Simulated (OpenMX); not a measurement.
The system is Te.

```
CELL_PARAMETERS angstrom
4.45400 0.00000 0.00000
-2.22700 3.85728 0.00000
0.00000 0.00000 5.92400
ATOMIC_POSITIONS crystal
Te 0.73100 0.73100 0.00000
Te 0.00000 0.26900 0.66667
Te 0.26900 0.00000 0.33333
```

- Program: OpenMX 3.8.5
- Task: single point
- Functional: PBE
- Potentials or basis: OpenMX 2013 PBE set, Te7.0-s3p2d2f1, grid cutoff 500 Ry
- k mesh: 7 × 7 × 5
- Occupations: fermi-dirac, width 0.05 eV
- Spin: no spin polarisation

On this cell: pressure 3.4 GPa; largest force 0.655 eV/Å; band gap on the k mesh 0.62 eV, indirect (least direct gap 0.76 eV).

The same run follows on a disturbed copy (atoms moved at random, drawn with an rms of 0.05 Å):

```
Te
1.0
     4.45400    0.00000    0.00000
    -2.22700    3.85728    0.00000
     0.00000    0.00000    5.92400
Te
3
Direct
  0.72636 0.72628 0.99901
  0.00652 0.27843 0.67379
  0.27379 0.01099 0.33305
```

**Question.** What changes?

**Answer.** The energy moves by -6.6 meV/atom; pressure 3.1 GPa; largest force 0.597 eV/Å; band gap on the k mesh 0.48 eV, indirect (least direct gap 0.68 eV).

Forces on the atoms (eV/Å):
```
Te  -0.263 -0.417  0.146
Te  -0.315  0.464 -0.204
Te   0.565 -0.069  0.058
```

Caveats: spin-orbit coupling is left out, which moves the levels of the heavy elements; an odd mesh through Γ misses points on the zone boundary, where band edges often lie; the basis of atomic orbitals isn't converged, which shifts pressures, moduli and gaps.
